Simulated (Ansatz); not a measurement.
# Al-27 NMR of the central transition in Al2O3

Cell: a refined structure from the COD, atoms as given.

Space group R-3c:H (No. 167); a = 4.7605, c = 12.9956 Å, γ = 120.00°.

```csv
site,Wyckoff,site symmetry,x,y,z
Al,12c,3.,0.0000,0.0000,0.3522
O,18e,.2,0.9733,0.3333,0.5833
```

One atom of each set is listed; the run and its k-mesh use a cell of 10 atoms with edges of 5.13, 5.13, 5.13 Å.

Method: Kohn–Sham DFT in Ansatz, PBE, plane waves and PAW, scalar-relativistic, 420 eV cutoff, Γ-centred 8×8×8 k-points, Fermi–Dirac smearing 0.02 eV.

Al-27 has I = 5/2 and Q = 146.6 mb (Pyykkö 2018); at 9.4 T its Larmor frequency is ν₀ = 104.4 MHz. Only the quadrupole interaction is simulated: positions count from each site's isotropic chemical shift, and J coupling is left out, as are shift anisotropy and dipolar coupling, which fast spinning averages.

Simulated pattern of one Al site (fast magic-angle spinning, Gaussian broadening 0.03 kHz):

offset (kHz), height and a bar:
```
  -0.6109          0 
  -0.5868          4 #
  -0.5627          6 ##
  -0.5386          6 ##
  -0.5145          6 ##
  -0.4904          7 ##
  -0.4663          7 ##
  -0.4422          7 ##
  -0.4181          8 ##
  -0.3940         16 #####
  -0.3699         70 #####################
  -0.3458         76 #######################
  -0.3217         55 ################
  -0.2976         48 ##############
  -0.2735         45 #############
  -0.2493         44 #############
  -0.2252         44 #############
  -0.2011         45 ##############
  -0.1770         48 ##############
  -0.1529         54 ################
  -0.1288         67 ####################
  -0.1047        100 ##############################
  -0.0806         78 #######################
  -0.0565          8 ##
```

Task: Which |C_Q| and η does the pattern imply?

Result: The pattern spans 0.506 kHz before broadening and its centre of gravity is at -0.236 kHz, which fixes P_Q; the places of the horns and steps fix η. That gives P_Q = 2.03 MHz, |C_Q| = 2.03 MHz and η = 0.00. The sign of C_Q can't be read from the pattern.

An axis of threefold or higher order runs through Al, so V_zz lies along it and η is zero.

At this cell the PBE pressure is 7 GPa, so with PBE the cell would grow if it were relaxed.
